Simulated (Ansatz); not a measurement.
Input of an Ansatz 0.2.0 run:

input.yaml

```yaml
crystal:
  lattice:
    - [-2.3713723045, 2.3713723045, 1.3292653899]
    - [2.3713723045, -2.3713723045, 1.3292653899]
    - [2.3713723045, 2.3713723045, -1.3292653899]
  atoms:
    - { symbol: Si, position: [0.5, 0.5, 0.0] }
    - { symbol: Si, position: [0.25, 0.75, 0.5] }
hamiltonian:
  xc: pbe
  pseudopotentials: { kind: paw }
kpoints:
  mp_grid: { grid: [8, 8, 8] }
scf:
  occupations: { method: fermi_dirac, width: 0.05 }
output:
  forces: true
  stress: true
elastic:
  mode: clamped_ion
  stencil: two_point
```

Potentials or basis: Ansatz PAW.

The run is started by

```bash
$ ansatz run input.yaml --threads 2 --pin off --max-ram 5632MiB --backend cpu --events-out ev --progress --plain --runs-dir out
```

(1) Predict the Voigt bulk modulus.

(2) What does it give for the band gap on the k mesh?

Answers

(1) 123 GPa.

(2) none (metal or under the smearing width).

Caveat: the cell is more than 3 GPa from zero pressure, which shifts response properties; the elastic tensor has a negative eigenvalue, so either the cell is unstable as it stands or the mesh is too thin.
